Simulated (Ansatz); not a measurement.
Crystal: PbSe (Clausthalite).

```
CELL_PARAMETERS angstrom
0.00000 3.06065 3.06065
3.06065 0.00000 3.06065
3.06065 3.06065 0.00000
ATOMIC_POSITIONS crystal
Pb 0.00000 0.00000 0.00000
Se 0.50000 0.50000 0.50000
```

Base run:

| Item | Value |
| --- | --- |
| Program | Ansatz 0.2.0 |
| Functional | PBE0 |
| Potentials or basis | all-electron PAW datasets made for the crystal |
| Cutoff | 270 eV (chosen from the basis error) |
| k mesh | 6 × 6 × 6 |
| Occupations | fermi-dirac, width 0.05 eV |
| Spin | no spin polarisation |

Its results: band gap on the k mesh 1.23 eV, direct; pressure 1.4 GPa.

Task: The run is repeated on the same cell with these changes: k mesh from 6 × 6 × 6 to 4 × 4 × 4. What comes out?

Result: Band gap on the k mesh 1.28 eV, direct; pressure 1.4 GPa.

Caveats: some runs use coarse meshes; spin-orbit coupling is left out, which as a rule narrows the gap of such compounds by several tenths of an eV.

A k mesh can miss the band edges.
